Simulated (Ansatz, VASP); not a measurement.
## Zr in VASP and in Ansatz

```
Zr
1.0
     2.81916    0.00000    0.00000
     0.00000    2.81916    0.00000
     0.00000    0.00000    2.81916
Zr
1
Direct
  0.00000 0.00000 0.00000
```

Alike in both runs: task single point; functional RPBE; k mesh 12 × 12 × 12; occupations fermi-dirac, width 0.1 eV; no spin polarisation.

```csv
,VASP,Ansatz
version,VASP 6.6.1,Ansatz 0.2.0
potentials or method,"VASP PAW PBE potentials, release 64 (Zr_sv)","plane waves (420 eV) with PAW, scalar-relativistic"
plane-wave cutoff (eV),520,420
valence electrons in the cell,12,12
```

|  | VASP | Ansatz | Ansatz less VASP |
| --- | --- | --- | --- |
| pressure (GPa) | 10.3 | 10.2 | -0.08 |

Caveats: the PAW data sets were made with another functional, which shifts forces and pressure a little (VASP).
